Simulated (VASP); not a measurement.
# Te2Mo (P6_3/mmc) in VASP: settings compared

One crystal, Te2Mo, is run at these levels: AM05, PBE+D3(BJ); tasks: relaxation of cell and atoms.

Everything below comes from runs of VASP 6.6.1. Logs are shortened: lines on timing, memory, paths and dates and some standing lists are left out, and cuts for length are marked.

## (1) Starting point

The structure is hexagonal, space group P6_3/mmc (No. 194). Conventional cell: a = 3.518 Å, b = 3.518 Å, c = 13.974 Å, α = 90.00°, β = 90.00°, γ = 120.00°. Around Te (site symmetry 3m) lie 3 Mo at 2.72 Å. Around Mo (site symmetry -6m2) lie 6 Te at 2.72 Å.

## (2) Relaxation of cell and atoms, AM05

INCAR reads:

```
SYSTEM = Te2Mo
PREC     = Accurate       ! precision mode
ENCUT    = 600            ! plane-wave cutoff, eV
EDIFF    = 1E-7           ! SCF threshold, eV
ISMEAR   = -1             ! smearing method
SIGMA    = 0.05           ! smearing width, eV
LREAL    = .False.        ! projectors in reciprocal space
LASPH    = .True.         ! aspherical terms in the spheres
NELM     = 100            ! most SCF steps
ALGO     = Fast           ! electronic algorithm
ISIF     = 3              ! what is computed and relaxed
LWAVE    = .False.        ! write WAVECAR
LCHARG   = .False.        ! write CHGCAR
GGA      = AM             ! functional
IBRION   = 2              ! ionic algorithm
NSW      = 40             ! ionic steps
EDIFFG   = -0.01          ! ionic threshold
```

KPOINTS reads:

```
regular mesh
0
Gamma
  9 9 2
  0 0 0
```

POSCAR reads:

```
Te2Mo
1.0
    3.5182000000      0.0000000000      0.0000000000
   -1.7591000000      3.0468505756      0.0000000000
    0.0000000000      0.0000000000     13.9736000000
Te Mo
4 2
Direct
    0.6666666667      0.3333333333      0.3790000000
    0.3333333333      0.6666666667      0.8790000000
    0.6666666667      0.3333333333      0.1210000000
    0.3333333333      0.6666666667      0.6210000000
    0.6666666667      0.3333333333      0.7500000000
    0.3333333333      0.6666666667      0.2500000000
```

Potentials or basis: VASP PAW PBE potentials, release 64 (Te, Mo_sv).

Started as:

```bash
cat potpaw_PBE.64/Te/POTCAR potpaw_PBE.64/Mo_sv/POTCAR > POTCAR
mpirun -np 1 vasp_std > vasp.out
```

OUTCAR:

```text
SYSTEM = Te2Mo
   PREC = Accurate
   ENCUT = 600
   EDIFF = 1E-7
   ISMEAR = -1
   LREAL = .False.
   LASPH = .True.
   NELM = 100
   ISIF = 3
   GGA = AM
   IBRION = 2
   NSW = 40
   EDIFFG = -0.01

 ion  position               nearest neighbor table
   1  0.667  0.333  0.379-   6 2.72   6 2.72   6 2.72   3 3.61
   2  0.333  0.667  0.879-   5 2.72   5 2.72   5 2.72   4 3.61
   3  0.667  0.333  0.121-   6 2.72   6 2.72   6 2.72   1 3.61
   4  0.333  0.667  0.621-   5 2.72   5 2.72   5 2.72   2 3.61
   5  0.667  0.333  0.750-   2 2.72   4 2.72   2 2.72   4 2.72   2 2.72   4 2.72
   6  0.333  0.667  0.250-   1 2.72   3 2.72   1 2.72   3 2.72   1 2.72   3 2.72

  LATTYP: Found a hexagonal cell.
 ALAT       =     3.5182000000
 C/A-ratio  =     3.9718037633

  Lattice vectors:

 A1 = (   3.5182000000,   0.0000000000,   0.0000000000)
 A2 = (  -1.7591000000,   3.0468505756,   0.0000000000)
 A3 = (   0.0000000000,   0.0000000000,  13.9736000000)

Analysis of symmetry for initial positions (statically):
=====================================================================
 Subroutine PRICEL returns:
 Original cell was already a primitive cell.

 Routine SETGRP: Setting up the symmetry group for a
 hexagonal supercell.

 Subroutine GETGRP returns: Found 24 space group operations
 (whereof 12 operations were pure point group operations)
 out of a pool of 24 trial point group operations.

The static configuration has the point symmetry D_3d.
 The point group associated with its full space group is D_6h.

Analysis of symmetry for dynamics (positions and initial velocities):
=====================================================================
 Subroutine PRICEL returns:
 Original cell was already a primitive cell.

 Routine SETGRP: Setting up the symmetry group for a
 hexagonal supercell.

 Subroutine GETGRP returns: Found 24 space group operations
 (whereof 12 operations were pure point group operations)
 out of a pool of 24 trial point group operations.

The dynamic configuration has the point symmetry D_3d.
 The point group associated with its full space group is D_6h.

 Subroutine INISYM returns: Found 24 space group operations
 (whereof 12 operations are pure point group operations),
 and found     1 'primitive' translations

----------------------------------------------------------------------------------------

                                     Primitive cell

  volume of cell :     149.7890

  direct lattice vectors                    reciprocal lattice vectors
     3.518200000  0.000000000  0.000000000     0.284236257  0.164103880  0.000000000
    -1.759100000  3.046850576  0.000000000     0.000000000  0.328207759  0.000000000
     0.000000000  0.000000000 13.973600000     0.000000000  0.000000000  0.071563520

  length of vectors
     3.518200000  3.518200000 13.973600000     0.328207759  0.328207759  0.071563520

  position of ions in fractional coordinates (direct lattice)
     0.666666667  0.333333333  0.379000000
     0.333333333  0.666666667  0.879000000
     0.666666667  0.333333333  0.121000000
     0.333333333  0.666666667  0.621000000
     0.666666667  0.333333333  0.750000000
     0.333333333  0.666666667  0.250000000

  ion indices of the primitive-cell ions
   primitive index   ion index
                 1           1
                 2           2
                 3           3
                 4           4
                 5           5
                 6           6

----------------------------------------------------------------------------------------

 KPOINTS: regular mesh

Automatic generation of k-mesh.
 Grid dimensions read from file:
 generate k-points for:    9    9    2

 Generating k-lattice:

  Cartesian coordinates                     Fractional coordinates (reciprocal lattice)
     0.031581806  0.018233764  0.000000000     0.111111111  0.000000000  0.000000000
     0.000000000  0.036467529  0.000000000     0.000000000  0.111111111  0.000000000
     0.000000000  0.000000000  0.035781760     0.000000000  0.000000000  0.500000000

  Length of vectors
     0.036467529  0.036467529  0.035781760

  Shift w.r.t. Gamma in fractional coordinates (k-lattice)
     0.000000000  0.000000000  0.000000000

 Subroutine IBZKPT returns following result:
 ===========================================

 Found     24 irreducible k-points:

 Following reciprocal coordinates:
            Coordinates               Weight
  0.000000  0.000000  0.000000      1.000000
  0.111111  0.000000  0.000000      6.000000
  0.222222 -0.000000  0.000000      6.000000
  0.333333  0.000000  0.000000      6.000000
  0.444444 -0.000000  0.000000      6.000000
  0.111111  0.111111  0.000000      6.000000
[... 16 lines left out ...]
  0.333333  0.222222  0.500000     12.000000
  0.333333  0.333333  0.500000      2.000000
   k-points           NKPTS =     24   k-points in BZ     NKDIM =     24   number of bands    NBANDS=     31
   number of dos      NEDOS =    301   number of ions     NIONS =      6
   total plane-waves  NPLWV =  87808
   dimension x,y,z NGX =    28 NGY =   28 NGZ =  112
   dimension x,y,z NGXF=    56 NGYF=   56 NGZF=  224
   ions per type =               4   2
   NGX,Y,Z   is equivalent  to a cutoff of  13.23, 13.23, 13.32 a.u.
   NGXF,Y,Z  is equivalent  to a cutoff of  26.46, 26.46, 26.65 a.u.
 SYSTEM =  Te2Mo
   PREC   = accura    normal or accurate (medium, high low for compatibility)
   ISTART =      0    job   : 0-new  1-cont  2-samecut
   ICHARG =      2    charge: 1-file 2-atom 10-const
   ISPIN  =      1    spin polarized calculation?
   LNONCOLLINEAR =      F non collinear calculations
   LSORBIT =      F    spin-orbit coupling
   LASPH  =      T    aspherical Exc in radial PAW
   ENCUT  =  600.0 eV  44.10 Ry    6.64 a.u.   7.03  7.03 27.91*2*pi/ulx,y,z
   NELM   =    100;   NELMIN=  2; NELMDL= -5     # of ELM steps
   EDIFF  = 0.1E-06   stopping-criterion for ELM
   LREAL  =      F    real-space projection
   EDIFFG = -.1E-01   stopping-criterion for IOM
   NSW    =     40    number of steps for IOM
   IBRION =      2    ionic relax: 0-MD 1-quasi-New 2-CG
   NFREE  =      1    steps in history (QN), initial steepest desc. (CG)
   ISIF   =      3    stress and relaxation
   ISYM   =      2    0-nonsym 1-usesym 2-fastsym
   POTIM  = 0.5000    time-step for ionic-motion
   TEBEG  =    0.0;   TEEND  =   0.0 temperature during run
   PSTRESS=    0.0 pullay stress
   NELECT =      52.0000    total number of electrons
   NUPDOWN=      -1.0000    fix difference up-down
   EMIN   =  10.00;   EMAX   =-10.00  energy-range for DOS
   EFERMI =   0.00;   METHOD = LEGACY
   ISMEAR =    -1;   SIGMA  =   0.05  broadening in eV -4-tet -1-fermi 0-gaus
   EFERMI_NEDOS =   21; number of points for ismear=-14 and -15
   IALGO  =     68    algorithm
   IMIX   =      4    mixing-type and parameters
     AMIX     =   0.40;   BMIX     =  1.00
     AMIX_MAG =   1.60;   BMIX_MAG =  1.00
  volume/ion in A,a.u.               =      24.96       168.47
  Fermi-wavevector in a.u.,A,eV,Ry     =   1.150578  2.174277 18.011787  1.323829
  Thomas-Fermi vector in A             =   2.287241
   LORBIT       =      0    0 simple, 1 ext, 2 COOP (PROOUT), +10 PAW based schemes
   GGA     = AM    functional components
   LHFCALC =     F    Hartree Fock is set to
   AEXX    =    0.0000 exact exchange contribution
   IVDW    =     0    specifies the selected vdW correction
   LEPSILON=     F    determine dielectric tensor
   LRPA    =     F    only Hartree local field effects (RPA)
 conjugate gradient relaxation of ions
 non-spin polarized calculation
 RMM-DIIS sequential band-by-band and
  energy-cutoff  :      600.00
  volume of cell :      149.79
 maximum number of plane-waves:      5038
   NGX = 15   NGY = 15   NGZ = 55

--------------------------------------- Ionic step        1  -------------------------------------------

 number of electron      52.0000001 magnetization

 Free energy of the ion-electron system (eV)
  ---------------------------------------------------
  ext. energy  EPLUGINS =         0.00000000
  ---------------------------------------------------
  free energy    TOTEN  =       -37.71202007 eV

  energy without entropy =      -37.71199215  energy(sigma->0) =      -37.71200611

------------------------ aborting loop because EDIFF is reached ----------------------------------------

  FORCE on cell =-STRESS in cart. coord.  units (eV):
  Direction    XX          YY          ZZ          XY          YZ          ZX
  --------------------------------------------------------------------------------------
  -------------------------------------------------------------------------------------
  Total       -1.5182302     -1.5182302     -0.4973524     -0.0000000      0.0000000     -0.0000000
  in kB      -16.2393346    -16.2393346     -5.3197944     -0.0000000      0.0000000     -0.0000000
  external PRESSURE =     -12.5994879 kB  Pullay stress =       0.0000000 kB
[... 101 lines left out ...]
  FREE ENERGIE OF THE ION-ELECTRON SYSTEM (eV)
  ---------------------------------------------------
  free  energy   TOTEN  =       -37.7224351895 eV

  energy  without entropy=      -37.7224094948  energy(sigma->0) =      -37.72242234

[... ionic steps 4 to 16 ...]

--------------------------------------- Ionic step       17  -------------------------------------------

 number of electron      51.9999994 magnetization

------------------------ aborting loop because EDIFF is reached ----------------------------------------

  FORCE on cell =-STRESS in cart. coord.  units (eV):
  Direction    XX          YY          ZZ          XY          YZ          ZX
  --------------------------------------------------------------------------------------
  -------------------------------------------------------------------------------------
  Total        0.0020967      0.0020967     -0.0484848      0.0000000      0.0000000      0.0000000
  in kB        0.0220159      0.0220159     -0.5091027      0.0000000      0.0000000      0.0000000
  external PRESSURE =      -0.1550236 kB  Pullay stress =       0.0000000 kB
[... 65 lines left out ...]
  energy  without entropy=      -37.7375503550  energy(sigma->0) =      -37.73755431

--------------------------------------- Ionic step       19  -------------------------------------------

 number of electron      51.9999994 magnetization

 Free energy of the ion-electron system (eV)
  ---------------------------------------------------
  ext. energy  EPLUGINS =         0.00000000
  ---------------------------------------------------
  free energy    TOTEN  =       -37.73757250 eV

  energy without entropy =      -37.73756476  energy(sigma->0) =      -37.73756863

 E-fermi :   8.1447     XC(G=0): -10.3555

 val. band max:        7.7077080691   @ k =   0.3333   0.3333   0.0000
 cond. band min:       8.6253475510   @ k =   0.2222   0.2222   0.0000
 fundamental gap:      0.9176394820
 Fermi energy:         8.1447205138

 k-point     1 :       0.0000    0.0000    0.0000
  band No.  band energies     occupation
      1     -52.8666      2.00000
      2     -52.8666      2.00000
      3     -27.1104      2.00000
      4     -27.1103      2.00000
      5     -26.9542      2.00000
      6     -26.9542      2.00000
[... 838 lines left out ...]
  FREE ENERGIE OF THE ION-ELECTRON SYSTEM (eV)
  ---------------------------------------------------
  free  energy   TOTEN  =       -37.7375725034 eV

  energy  without entropy=      -37.7375647560  energy(sigma->0) =      -37.73756863

 reached required accuracy - stopping structural energy minimisation
```

It took 39 min on 1 thread of AMD EPYC 7R43 (Zen 3), shared host; peak memory 0.38 GiB.

Results:

```
Free energy                            : -37.7376 eV
Relaxed volume                         : 25.45 Å³/atom
Relaxed cell                           : a = 3.488 Å, b = 3.488 Å, c = 14.493 Å, α = 90.00°, β = 90.00°, γ = 120.00°
Space group after relaxing (to 0.05 Å) : P6_3/mmc (No. 194)
Energy gained by relaxing              : 4.3 meV/atom
Ionic steps                            : 19
Pressure after relaxing                : 0.0 GPa
Largest force after relaxing           : 0.006 eV/Å
Band gap on the k mesh                 : 0.92 eV, indirect (least direct gap 1.13 eV)
```

Forces on the atoms (eV/Å):
```
Te   0.000  0.000 -0.006
Te   0.000  0.000 -0.006
Te   0.000  0.000  0.006
Te   0.000  0.000  0.006
Mo   0.000  0.000  0.000
Mo   0.000  0.000  0.000
```

The path:
```csv
step,energy change (eV),largest force (eV/Å),pressure (GPa),volume (Å³)
1,0.0000,0.1747,-1.26,149.79
2,0.0048,0.2759,2.12,145.57
3,-0.0104,0.0244,0.24,147.85
4,-0.0150,0.0585,0.14,147.77
5,-0.0152,0.0790,0.12,147.75
6,-0.0165,0.0764,0.07,148.10
7,-0.0197,0.0696,-0.02,149.16
8,-0.0233,0.0540,-0.28,151.29
9,-0.0238,0.0465,-0.42,152.32
10,-0.0246,0.0102,-0.17,152.28
11,-0.0249,0.0201,0.01,152.24
12,-0.0249,0.0285,0.07,152.23
13,-0.0251,0.0212,0.07,152.28
14,-0.0255,0.0011,0.07,152.43
15,-0.0255,0.0025,0.07,152.44
16,-0.0255,0.0124,0.00,152.56
17,-0.0255,0.0146,-0.02,152.58
18,-0.0255,0.0113,-0.02,152.63
19,-0.0256,0.0060,-0.02,152.72
```

Final structure:
```cif
data_structure
_symmetry_space_group_name_H-M 'P 1'
_symmetry_Int_Tables_number 1
_cell_length_a 3.4881
_cell_length_b 3.4881
_cell_length_c 14.4934
_cell_angle_alpha 90.000
_cell_angle_beta 90.000
_cell_angle_gamma 120.000
_cell_volume 152.72
loop_
_atom_site_label
_atom_site_type_symbol
_atom_site_fract_x
_atom_site_fract_y
_atom_site_fract_z
_atom_site_occupancy
Te1 Te 0.66667 0.33333 0.37447 1
Te2 Te 0.33333 0.66667 0.87447 1
Te3 Te 0.66667 0.33333 0.12553 1
Te4 Te 0.33333 0.66667 0.62553 1
Mo1 Mo 0.66667 0.33333 0.75000 1
Mo2 Mo 0.33333 0.66667 0.25000 1
```

Caveat: the PAW data sets were made with another functional, which shifts forces and pressure a little; spin-orbit coupling is left out, which moves the levels of the heavy elements; an odd mesh through Γ misses points on the zone boundary, where band edges often lie; this functional lacks dispersion, which binds the layers, so the pressure and a relaxed spacing across them are unreliable.

## (3) Relaxation of cell and atoms, PBE+D3(BJ)

INCAR reads:

```
PREC = Accurate
ENCUT = 600
EDIFF = 1E-6
ISMEAR = 0
SIGMA = 0.02
LREAL = False
LASPH = True
NELM = 60
ALGO = Normal
ISIF = 3
LWAVE = False
LCHARG = False
GGA = PE
IVDW = 12
IBRION = 2
NSW = 60
EDIFFG = -0.02
KPAR = 2
```

KPOINTS reads:

```
regular mesh
0
Gamma
  8 8 2
```

POSCAR is that of step 2.

Potentials or basis: VASP PAW PBE potentials, release 64 (Te, Mo_sv).

Started as:

```bash
cat potpaw_PBE.64/Te/POTCAR potpaw_PBE.64/Mo_sv/POTCAR > POTCAR
mpirun -np 2 vasp_std > vasp.out
```

Run time: 4.7 min. Hardware: 2 MPI ranks of Intel Xeon Platinum 8488C (Sapphire Rapids), shared host; peak memory 0.35 GiB.

The run converged. Its results:

```
Free energy                            : -39.2307 eV
Relaxed volume                         : 24.19 Å³/atom
Relaxed cell                           : a = 3.495 Å, b = 3.495 Å, c = 13.722 Å, α = 90.00°, β = 90.00°, γ = 120.00°
Space group after relaxing (to 0.05 Å) : P6_3/mmc (No. 194)
Energy gained by relaxing              : 4.2 meV/atom
Ionic steps                            : 7
Pressure after relaxing                : 0.0 GPa
Largest force after relaxing           : 0.010 eV/Å
Band gap on the k mesh                 : 0.70 eV, indirect (least direct gap 1.22 eV)
Dispersion energy per atom             : -0.554 eV
```

Forces on the atoms (eV/Å):
```
Te   0.000  0.000  0.010
Te   0.000  0.000  0.010
Te   0.000  0.000 -0.010
Te   0.000  0.000 -0.010
Mo   0.000  0.000  0.000
Mo   0.000  0.000  0.000
```

Stress tensor (GPa, compression positive):
```
 0.02  0.00  0.00
 0.00  0.02  0.00
 0.00  0.00 -0.08
```

Step by step:
```
step  energy change (eV)  largest force (eV/Å)  pressure (GPa)  volume (Å³)
   1              0.0000                0.1794           -0.57       149.79
   2             -0.0097                0.1786            0.16       147.87
   3             -0.0105                0.1789            0.42       147.17
   4             -0.0138                0.0401           -0.50       147.27
   5             -0.0142                0.0150           -0.27       147.25
   6             -0.0198                0.0141           -0.20       146.52
   7             -0.0251                0.0102           -0.01       145.15
```

Final structure:
```cif
data_structure
_symmetry_space_group_name_H-M 'P 1'
_symmetry_Int_Tables_number 1
_cell_length_a 3.4949
_cell_length_b 3.4949
_cell_length_c 13.7222
_cell_angle_alpha 90.000
_cell_angle_beta 90.000
_cell_angle_gamma 120.000
_cell_volume 145.15
loop_
_atom_site_label
_atom_site_type_symbol
_atom_site_fract_x
_atom_site_fract_y
_atom_site_fract_z
_atom_site_occupancy
Te1 Te 0.66667 0.33333 0.38251 1
Te2 Te 0.33333 0.66667 0.88251 1
Te3 Te 0.66667 0.33333 0.11749 1
Te4 Te 0.33333 0.66667 0.61749 1
Mo1 Mo 0.66667 0.33333 0.75000 1
Mo2 Mo 0.33333 0.66667 0.25000 1
```

Levels at points of the mesh, in eV from the valence-band top:
```tsv
k point	band 24	band 25	band 26	band 27	band 28	band 29
(0.00, 0.00, 0.00)	-1.00	-0.19	0.00	2.89	2.89	3.07
(0.50, 0.00, 0.00)	-1.02	-0.64	-0.25	1.28	1.35	1.42
(0.00, 0.00, 0.50)	-1.02	-0.05	-0.05	2.93	2.93	2.93
(0.50, 0.00, 0.50)	-1.03	-0.45	-0.45	1.31	1.31	1.64
```

Caveat: spin-orbit coupling is left out, which moves the levels of the heavy elements.
